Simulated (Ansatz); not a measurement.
# Generalised stacking fault on (111) (glide set) of a GaP-AlP solid solution (72 atoms): support functions against a reference, part 3 of 3

Wanted: errors and times of a linear-scaling basis for generalised stacking fault on (111) (glide set) of a GaP-AlP solid solution (72 atoms). A setting counts as converged where the r.m.s. difference of forces stays under 1 % of the r.m.s. force.

Ansatz 0.2.0; Kohn-Sham DFT, PBE, PAW (set soft_2), plane waves.

The cell: 18 Al, 36 P and 18 Ga. The host structure and its lattice constant were typed by rule, without a check against the phase diagram.

So far. Step 11 (Support functions medium, radius 6.13 Å): Forces differ from the reference by 0.12 meV/Å r.m.s., 0.040 % of their size, well within a tolerance of 1 %; the energy by -0.85 meV/atom. It took 6.4 min and 13 cycles; the reference's time can't be set against it, since the two runs asked for unlike analyses. The two runs also began from different starting densities, which bears on cycles and time. Step 12 (A changed input): The fault in the input: a cutoff in the wrong unit (basis.ecutwfc = "30 meV").

**13. Cost against change**

Differences are against the plane-wave reference (Kohn-Sham DFT, PBE, PAW (set soft_2), plane waves), whose r.m.s. force component is 0.314 eV/Å. Energies are set beside the reference only for runs with its functional, potentials and electron count. Times are for 4 threads of Arm Neoverse V2, shared host. The reference's time includes the DOS, the stress and grids, which some other runs skip.

| run | Δ force, r.m.s. (meV/Å) | share of r.m.s. force (%) | Δ energy (meV/atom) | Δ gap (eV) | cycles | time | host memory (GiB) |
| --- | --- | --- | --- | --- | --- | --- | --- |
| reference | - | - | - | - | 9 | 45 s | 4.5 |
| support functions medium | 0.288 | 0.0916 | -0.853 | 6.0e-4 | 13 | 86 s | 2.8 |
| support functions low | 0.293 | 0.0934 | -0.853 | 6.0e-4 | 12 | 76 s | 2.8 |
| support functions high | 0.051 | 0.0164 | -0.855 | 0 | 16 | 4.8 min | 5.0 |
| support functions medium, radius 3.96 Å | 0.303 | 0.0964 | -0.856 | 0.0015 | 14 | 88 s | 2.7 |
| support functions medium, radius 4.29 Å | 0.227 | 0.0723 | -0.854 | 2.0e-4 | 13 | 1.7 min | 3.0 |
| support functions medium, radius 4.58 Å | 0.157 | 0.0502 | -0.849 | -1.0e-4 | 13 | 2.1 min | 3.3 |
| support functions medium, radius 4.9 Å | 0.133 | 0.0425 | -0.848 | -2.0e-4 | 13 | 2.7 min | 3.7 |
| support functions medium, radius 5.52 Å | 0.123 | 0.0392 | -0.848 | -2.0e-4 | 13 | 4.3 min | 4.7 |
| support functions medium, radius 6.13 Å | 0.125 | 0.0398 | -0.848 | -2.0e-4 | 13 | 6.4 min | 5.7 |

**14. The reference in detail**

With the settings judged, the reference run is read for its physics.

Length of the force by element:

| element | coordination | atoms | mean length of the force (eV/Å) | spread | least | most |
| --- | --- | --- | --- | --- | --- | --- |
| Al | all | 18 | 0.404 | 0.381 | 0.102 | 1.40 |
| Ga | all | 18 | 0.380 | 0.342 | 0.149 | 1.24 |
| P | all | 36 | 0.425 | 0.354 | 0.109 | 1.38 |

Löwdin charges by element (they lack the spilled electrons, 0.028 e an atom on average):

| element | coordination | atoms | mean charge (e) | spread | least | most |
| --- | --- | --- | --- | --- | --- | --- |
| Al | all | 18 | 0.404 | 0.0076 | 0.387 | 0.415 |
| Ga | all | 18 | 0.0692 | 0.0055 | 0.0607 | 0.0773 |
| P | all | 36 | -0.181 | 0.0719 | -0.351 | -0.0859 |

Charge against the make-up of the first shell:

| Ga neighbours of P | atoms | mean charge (e) |
| --- | --- | --- |
| 0 | 1 | -0.351 |
| 1 | 10 | -0.265 |
| 2 | 13 | -0.179 |
| 3 | 12 | -0.097 |

Density of states as counts of states in windows of 0.5 eV (from the Fermi level), total and the larger projections:

| from (eV) | to (eV) | total | P p | Ga p | Al p | Ga s | Al s | P s |
| --- | --- | --- | --- | --- | --- | --- | --- | --- |
| -10 | -7.5 | 0.0 | 0.0 | 0.0 | 0.0 | 0.0 | 0.0 | 0.0 |
| -7.5 | -7 | 10.1 | 4.6 | 0.4 | 0.5 | 3.9 | 0.3 | 0.4 |
| -7 | -6.5 | 16.8 | 8.0 | 0.8 | 0.8 | 4.5 | 1.8 | 0.9 |
| -6.5 | -6 | 13.4 | 6.9 | 0.6 | 0.6 | 1.7 | 2.7 | 0.8 |
| -6 | -5.5 | 13.0 | 6.8 | 0.7 | 0.7 | 1.0 | 2.4 | 1.2 |
| -5.5 | -5 | 5.7 | 3.1 | 0.4 | 0.3 | 0.3 | 0.9 | 0.6 |
| -5 | -4.5 | 20.2 | 11.7 | 3.0 | 2.8 | 0.6 | 0.9 | 0.9 |
| -4.5 | -4 | 12.5 | 7.4 | 1.7 | 1.6 | 0.4 | 0.6 | 0.6 |
| -4 | -3.5 | 16.8 | 10.6 | 2.6 | 2.4 | 0.3 | 0.4 | 0.4 |
| -3.5 | -3 | 27.0 | 17.7 | 4.0 | 3.9 | 0.3 | 0.5 | 0.4 |
| -3 | -2.5 | 31.6 | 21.8 | 4.5 | 4.0 | 0.3 | 0.4 | 0.3 |
| -2.5 | -2 | 22.1 | 16.2 | 2.8 | 2.5 | 0.1 | 0.1 | 0.1 |
| -2 | -1.5 | 17.8 | 13.7 | 2.0 | 1.7 | 0.1 | 0.1 | 0.1 |
| -1.5 | -1 | 7.0 | 5.9 | 0.6 | 0.4 | 0.0 | 0.0 | 0.0 |
| -1 | -0.5 | 2.0 | 1.8 | 0.1 | 0.1 | 0.0 | 0.0 | 0.0 |
| -0.5 | 0.5 | 0.0 | 0.0 | 0.0 | 0.0 | 0.0 | 0.0 | 0.0 |
| 0.5 | 1 | 2.7 | 0.3 | 0.4 | 0.6 | 0.3 | 0.1 | 0.5 |
| 1 | 1.5 | 19.7 | 3.4 | 2.7 | 3.8 | 3.6 | 1.0 | 3.1 |
| 1.5 | 2 | 21.3 | 4.1 | 3.2 | 3.5 | 2.7 | 1.7 | 2.8 |
| 2 | 2.5 | 20.5 | 3.9 | 3.4 | 3.3 | 1.4 | 2.7 | 2.4 |
| 2.5 | 3 | 17.1 | 4.0 | 2.6 | 2.9 | 1.0 | 2.1 | 1.4 |

The curve was stored every 0.100 eV, coarse against its broadening of 0.08 eV, so these counts are rough.

Between -16 and -10 eV lie 252 more states.

The levels nearest the highest filled one (over half full), pooled over k-points and spins:

| level less the highest filled one (eV) | occupation |
| --- | --- |
| -0.586 | 2 |
| -0.526 | 2 |
| -0.505 | 2 |
| -0.409 | 2 |
| -0.0058 | 2 |
| 0 | 2 |
| 1.41 | 0 |
| 1.67 | 0 |
| 1.72 | 0 |
| 1.74 | 0 |
| 1.78 | 0 |
| 1.81 | 0 |

Valence density in the ca plane at fractional y = 0.000, with atoms of Ga and P and Al within 0.2 Å of it. It is the smooth field of the valence electrons, not physical close to the nuclei.

Values in e/Å³, 10 rows by 16 columns, each cell a mean:
```
 0  0  0  0  0  0  1  1  0  1  0  0  0  0  0  0
 0  0  0  0  0  0 10 10  1  0  0  0  0  0  0  0
 0  0  0  0  0  0  1  2  1  0  0  0  0  0  0  0
 0  0  0  3  1  0  1  0  0  0  0  0  0  0  0  0
 0  0  0 14  6  1  0  0  0  0  0  0  0  0  0  0
 0  0  0  1  1  0  1  0  0  0  0  0  1 11  0  1
 0  0  1  1  0  0  0  0  0  0  0  0  1 11  1  0
 0  0  1  0  0  0  0  0  0  0  0  0  0  0  0  1
 0  0  0  1  0  0  0  0  0  0  0  1  1  0  0  0
 1  0  0  0  0  0  0  0  0  0  0  1  0  0  0  0
```
Columns run along c (16.0 Å, from fractional 0.16 to 0.99 of the cell), rows up along a (6.7 Å). Atoms in or near the plane, at fractional coordinates: Al at (0.19, 0.27), P at (0.31, 0.23), Ga at (0.35, 0.55), P at (0.48, 0.51), Ga at (0.52, 0.83), P at (0.64, 0.79), Al at (0.68, 0.11), P at (0.80, 0.07), Ga at (0.85, 0.39), P at (0.97, 0.34).

Electrostatic potential energy in the ca plane at fractional y = 0.000, with atoms of Ga and P and Al within 0.2 Å of it. With pseudopotentials it is smooth inside the atoms' cores, unlike the true potential.

Values in eV, 10 rows by 16 columns, each cell a mean:
```
-16  -3 -40 -32   8  10  10  10   8  -6  -6   5  -3   2   7  -6
  0   6  -9  -8   9  10  10  10   8 -12 -15  -8 -47  -1  10   9
  9  10   9   8   9   9   5   7   8  -5 -11  -4 -47  -3  10  10
 10  10  10  10  10   7 -12  -6   1  -9   5   7  -1   7  10   9
  9  10  10   9   9   6 -15 -13 -18 -48   3  10   9   9  10   6
  4  10   7   0   6   7  -6  -5  -6 -36   4  10  10  10   9  -3
 -6  10   2  -8  -3 -10 -12   7   8   4   8  10   8   8   9  -1
  2   9   3  -5  -5 -31 -41   7  10  10   9   9   1  -4   7   2
 -3   7   5  -3   2  -9 -20   8  10  10  10   8  -5  -5  -2 -38
-16  -2 -23 -12   8   8   7   9  10   8   8   9  -2  -8  -2 -49
```
Columns run along c (16.0 Å, from fractional 0.00 to 0.83 of the cell; values clipped at the 3rd and 97th percentile), rows up along a (6.7 Å). Atoms in or near the plane, at fractional coordinates: Ga at (0.02, 0.99), P at (0.15, 0.95), Al at (0.19, 0.27), P at (0.31, 0.23), Ga at (0.35, 0.55), P at (0.48, 0.51), Ga at (0.52, 0.83), P at (0.64, 0.79), Al at (0.68, 0.11), P at (0.80, 0.07).

Mean Löwdin charges: Al +0.40, Ga +0.07, P -0.18 e (they miss 0.43 % of the electrons, so they add up to more than the cell's charge). Charges this small depend on the projection, at times even in sign. The charge on P changes by +0.084 e for each Ga neighbour that takes the place of another kind, on average.

**15. Local order**

Bonds and neighbours are counted at the geometry of the runs.

Density 3.21 g/cm³, 20.53 Å³ an atom.

g(r), total and by pair (bins of 0.2 Å):

| r (Å) | total | P-P | P-Al | P-Ga | Al-Al | Al-Ga | Ga-Ga |
| --- | --- | --- | --- | --- | --- | --- | --- |
| 2.30 | 5.05 | 0.00 | 10.10 | 10.05 | 0.00 | 0.00 | 0.00 |
| 2.50 | 0.77 | 0.00 | 1.53 | 1.53 | 0.00 | 0.00 | 0.00 |
| 2.70 | 0.00 | 0.00 | 0.00 | 0.00 | 0.00 | 0.00 | 0.00 |
| 2.90 | 0.00 | 0.00 | 0.00 | 0.00 | 0.00 | 0.00 | 0.00 |
| 3.10 | 0.00 | 0.00 | 0.00 | 0.00 | 0.00 | 0.00 | 0.00 |
| 3.30 | 0.00 | 0.00 | 0.00 | 0.00 | 0.00 | 0.00 | 0.00 |
| 3.50 | 0.00 | 0.00 | 0.00 | 0.00 | 0.00 | 0.00 | 0.00 |
| 3.70 | 0.00 | 0.00 | 0.00 | 0.00 | 0.00 | 0.00 | 0.00 |
| 3.90 | 6.07 | 12.17 | 0.00 | 0.00 | 11.44 | 13.17 | 10.70 |
| 4.10 | 0.62 | 0.90 | 0.32 | 0.32 | 0.45 | 1.12 | 1.12 |
| 4.30 | 0.00 | 0.00 | 0.00 | 0.00 | 0.00 | 0.00 | 0.00 |
| 4.50 | 4.38 | 0.00 | 8.76 | 8.77 | 0.00 | 0.00 | 0.00 |
| 4.70 | 0.00 | 0.00 | 0.00 | 0.00 | 0.00 | 0.00 | 0.00 |
| 4.90 | 0.00 | 0.00 | 0.00 | 0.00 | 0.00 | 0.00 | 0.00 |
| 5.10 | 0.00 | 0.00 | 0.00 | 0.00 | 0.00 | 0.00 | 0.00 |
| 5.30 | 0.00 | 0.00 | 0.00 | 0.00 | 0.00 | 0.00 | 0.00 |
| 5.50 | 1.62 | 3.21 | 0.00 | 0.00 | 3.28 | 3.27 | 3.26 |
| 5.70 | 0.53 | 0.06 | 1.02 | 1.02 | 0.00 | 0.00 | 0.00 |
| 5.90 | 2.40 | 0.00 | 4.88 | 4.75 | 0.00 | 0.00 | 0.00 |
| 6.10 | 0.13 | 0.00 | 0.19 | 0.32 | 0.00 | 0.00 | 0.00 |
| 6.30 | 0.00 | 0.00 | 0.00 | 0.00 | 0.00 | 0.00 | 0.00 |
| 6.50 | 0.13 | 0.26 | 0.00 | 0.00 | 0.34 | 0.17 | 0.35 |
| 6.70 | 3.99 | 7.95 | 0.00 | 0.00 | 8.07 | 7.91 | 8.12 |
| 6.90 | 0.03 | 0.08 | 0.00 | 0.00 | 0.08 | 0.04 | 0.00 |
| 7.10 | 2.12 | 0.00 | 4.28 | 4.17 | 0.00 | 0.00 | 0.00 |
| 7.30 | 0.08 | 0.00 | 0.10 | 0.21 | 0.00 | 0.00 | 0.00 |
| 7.50 | 0.60 | 1.15 | 0.06 | 0.08 | 1.27 | 1.01 | 1.27 |
| 7.70 | 1.55 | 2.74 | 0.36 | 0.34 | 2.38 | 3.10 | 2.37 |

Bonds by pair of elements; cutoffs follow the first minimum of g(r), held within bounds set by covalent radii, and pairs that aren't listed don't count as bonded:

| pair A-B | cutoff (Å) | bonds | mean length (Å) | spread (Å) | shortest (Å) | B about A | A about B |
| --- | --- | --- | --- | --- | --- | --- | --- |
| P-Al | 2.83 | 72 | 2.37 | 0.027 | 2.33 | 2 | 4 |
| P-Ga | 2.83 | 72 | 2.37 | 0.029 | 2.33 | 2 | 4 |

How many atoms have how many bonded neighbours:

| element | mean | 4 |
| --- | --- | --- |
| Al | 4 | 18 |
| Ga | 4 | 18 |
| P | 4 | 36 |

Rings of the network by King's shortest-path rule, up to 12 atoms, one path for each pair of neighbours; H, halogens, alkali and alkaline-earth atoms are left out, and the last column divides by all other atoms, bonded or not:

| ring size (atoms) | rings | per network atom |
| --- | --- | --- |
| 6 | 143 | 1.99 |

By these cutoffs all Al atoms have 4, all Ga atoms have 4 and all P atoms have 4 bonded neighbours. All rings counted have 6 atoms.

A closer look about P50, whose charge lies farthest from its element's mean: 17 atoms, nearest first, numbered in the order of the input, with positions taken from that point.

| atom | x | y | z | distance (Å) | bonds | Löwdin charge (e) | Fx | Fy | Fz (eV/Å) |
| --- | --- | --- | --- | --- | --- | --- | --- | --- | --- |
| P50 | 0.00 | 0.00 | 0.00 | 0.00 | 4 | -0.35 | -0.10 | 0.04 | -0.23 |
| Al51 | 2.22 | 0.03 | 0.76 | 2.35 | 4 | 0.41 | 0.03 | -0.20 | 0.43 |
| Al25 | -1.11 | -1.93 | 0.76 | 2.36 | 4 | 0.40 | -0.20 | 0.09 | 0.16 |
| Al47 | -1.12 | 1.92 | 0.78 | 2.36 | 4 | 0.40 | 0.07 | 0.09 | -0.06 |
| Al49 | -0.01 | 0.01 | -2.39 | 2.39 | 4 | 0.40 | 0.10 | -0.19 | 0.17 |
| P24 | 3.33 | -1.92 | -0.02 | 3.84 | 4 | -0.26 | 0.08 | 0.04 | 0.06 |
| P26 | -1.13 | -1.91 | 3.14 | 3.84 | 4 | -0.17 | 0.23 | -0.27 | -0.29 |
| P28 | -0.02 | -3.85 | -0.04 | 3.85 | 4 | -0.18 | 0.16 | -0.20 | 0.28 |
| P48 | -1.13 | 1.94 | 3.13 | 3.85 | 4 | -0.09 | 0.15 | -0.18 | 0.08 |
| P44 | 1.11 | 1.93 | -3.14 | 3.85 | 4 | -0.19 | -0.06 | 0.13 | -0.34 |
| P46 | 3.34 | 1.94 | -0.02 | 3.86 | 4 | -0.26 | 0.17 | -0.05 | -0.09 |
| P64 | 0.00 | 3.86 | -0.02 | 3.86 | 4 | -0.09 | -0.15 | -0.02 | 0.06 |
| P24 | -3.36 | -1.92 | -0.02 | 3.86 | 4 | -0.26 | 0.08 | 0.04 | 0.06 |
| P46 | -3.35 | 1.94 | -0.02 | 3.87 | 4 | -0.26 | 0.17 | -0.05 | -0.09 |
| P52 | 2.23 | 0.00 | 3.17 | 3.88 | 4 | -0.17 | -0.18 | 0.07 | -0.51 |
| P20 | -2.22 | 0.01 | -3.18 | 3.88 | 4 | -0.27 | -0.22 | 0.00 | 0.06 |
| P22 | 1.11 | -1.93 | -3.19 | 3.89 | 4 | -0.09 | -0.12 | 0.10 | 0.08 |

The column of bonds counts only the pairs P-Al within 2.83 Å, P-Ga within 2.83 Å; other neighbours, such as metal atoms beside each other in a compound, aren't counted, and periodic images can show an atom twice.

**16. What came out**

```
free energy per atom                             : -1458.4453 eV/atom
density                                          : 3.209 g/cm³
pressure                                         : 1.617 GPa
r.m.s. force component                           : 0.314 eV/Å
gap (highest filled to lowest empty level) : 1.408 eV
wall time of the 10 DFT runs                     : 27 min
```

Against plane waves at 420 eV, the forces differ by 0.29 meV/Å (0.092 %) with support functions medium, and by 0.051 meV/Å in the closest run (support functions high). At 72 atoms the fastest of the runs at a preset level, support functions low, takes roughly 1.7 times the time of plane waves (whose run also made extra analyses, so the like-for-like ratio is larger), in 12 SCF cycles against 9. Differences between support functions and plane waves include what basis error the plane-wave run still has. As the radius goes from 3.96 to 6.13 Å, the force difference goes from 0.30 to 0.12 meV/Å, while the time lies between 86 s and 6.4 min.

Filled and empty levels are parted by 1.41 eV on the run's k-points; the mesh holds the band edges only if they fold onto it, so the gap at this level can be narrower or closed, while semilocal functionals tend to narrow gaps against experiment. By these cutoffs all Al atoms have 4, all Ga atoms have 4 and all P atoms have 4 bonded neighbours.

**Limits.** The geometry was built by rule, was displaced at random and isn't relaxed at this level: its force components are 0.31 eV/Å r.m.s. The pressure of 1.6 GPa belongs to a cell and atoms that aren't relaxed at this level.

[Logs are printed without paths, hosts, clocks, repeated set-up lines and the standing remarks that a program may print on its own settings, such as how far it seeks lower states.]

[Hosts, paths, dates, database ids (printed as entryN), source tags and the programs' standing remarks are cut or masked in the printed files.]
